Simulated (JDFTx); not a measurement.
RbCl under changes of volume

One of the cells (35.094 Å³/atom); the others are scaled copies at fixed shape and fractional positions:

```xyz
2
Lattice="0.0000 3.2740 3.2740 3.2740 0.0000 3.2740 3.2740 3.2740 0.0000" Properties=species:S:1:pos:R:3 pbc="T T T"
Rb    0.0000    0.0000    0.0000
Cl    3.2740    3.2740    3.2740
```

* Program: JDFTx 1.7.0 (patched build)
* Functional: PBEsol
* Potentials or basis: PseudoDojo-SR-PBEsol-0.4.1-standard with smoothed tails
* Cutoff: 789 eV
* Density cutoff: 6313 eV
* k mesh: 7 × 7 × 7
* Occupations: fermi-dirac, width 0.05 eV
* Spin: no spin polarisation

| volume (Å³/atom) | energy over the lowest point (meV/atom) | pressure (GPa) | gap on the mesh (eV) |
| --- | --- | --- | --- |
| 32.989 | 6.89 | 1.1 | 5.08 |
| 33.690 | 2.83 | 0.7 | 5.01 |
| 34.392 | ? | ? | ? |
| 35.094 | 0.00 | 0.0 | 4.89 |
| 35.796 | 0.83 | -0.4 | 4.83 |
| 36.498 | 2.93 | -0.6 | 4.78 |
| 37.200 | 6.15 | -0.9 | 4.72 |

Problem. What does the run at 34.392 Å³/atom give?

Solution. Energy over the lowest point 0.60 meV/atom; pressure 0.3 GPa; gap on the mesh 4.95 eV.

Worked out: A Birch-Murnaghan fit of order 3 (a polynomial in V^(-2/3)) to the other rows has its minimum at 35.02 Å³/atom with B0 = V·E''(V) = 16.5 GPa and B' = 5.2. It gives 0.60 meV/atom at 34.392 Å³/atom, against the run's 0.60, and -dE/dV = 0.3 GPa, against 0.3. A straight line through the other rows of the gap, of slope -2.97 eV per unit of ln V (its deformation potential), gives 4.95 eV, against the run's 4.95.

Energies are extrapolated to zero smearing.

Caveats: an odd mesh through Γ misses points on the zone boundary, where band edges often lie (some runs). Spin-orbit coupling on Rb is left out.
